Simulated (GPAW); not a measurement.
Runs of GPAW 26.7.0 on Hf. The structure is cubic, space group Fm-3m (No. 225). Conventional cell: a = 4.440 Å, b = 4.440 Å, c = 4.440 Å, α = 90.00°, β = 90.00°, γ = 90.00°. Hf (site symmetry m-3m) has 12 Hf at 3.14 Å as nearest neighbours. This isn't the form of Hf at room conditions, which is hcp.

```tsv
task	level	potentials or basis	spin	U	U projector left unscaled	band path	band points	k mesh for the DOS	dos width	gap on the mesh (eV)	pressure (GPa)	moment (μB)
electron localisation function	SCAN+U	GPAW PAW data sets (gpaw-data 1.2.1), pw	collinear, ferromagnetic start	Hf d U = 8 eV	no	-	-	-	-	none	34.8	0.50
band structure	SOGGA	PAW data sets generated in the run's folder for this functional, pw	off	-	-	GXWKGLUWLK,UX	100	-	-	-	-1.4	-
density of states	r2SCAN+U	GPAW PAW data sets (gpaw-data 1.2.1), pw	off	Hf d U = 1 eV	no	-	-	15 × 15 × 15	0.1 eV	none	7.6	-
single point	rSCAN	GPAW PAW data sets (gpaw-data 1.2.1), pw	collinear, random start	-	-	-	-	-	-	none	(a)	0.00
```

Alike in all rows: cell as given; k mesh 10 × 10 × 10; cutoff (eV) 600; smearing fermi-dirac 0.05 eV.

Question: Estimate the missing entries.

Answer: (a) 2.6.

Caveats: the PAW data sets were made with another functional, which shifts forces and pressure a little (some runs); the U is typed as a test and isn't derived for this compound (some runs); a pressure of tens of GPa on the cell as given is suspect, and the run, the potentials or the cell itself is likely at fault (some runs); spin-orbit coupling is left out, which moves the levels of the heavy elements (some runs); U without spin polarisation on a metal has little footing (some runs).

A k mesh can miss the band edges, and the runs leave out spin-orbit coupling on Hf.

A gap of «none» marks a metal or a gap under the smearing width.

Runs at the PBE level aren't shown here.
